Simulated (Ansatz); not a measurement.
NaBr, response to strain

The reference is NaBr in the rock salt structure (space group Fm-3m, No. 225; a = 6.036 Å). Axes: x, y, z lie along the cube axes.

Strains are applied to the cell and any free atomic positions relax.

Calculations: PBE, PAW, 420 eV (Ansatz, a quantum-chemistry and plane-wave program; no spin-orbit coupling).

Candidates:
(a) isotropic strain +2.44 %
(b) uniaxial strain ε_xx = +2.88 %
(c) isotropic strain +4.97 %

Before the change:

```
Property    Value
--------  -------
Band gap  4.07 eV
```

Task: Order them by band gap, highest first.

Result: (b) uniaxial strain ε_xx = +2.88 % (3.97 eV), (a) isotropic strain +2.44 % (3.88 eV), (c) isotropic strain +4.97 % (3.70 eV)

Stability against distortions was not tested.
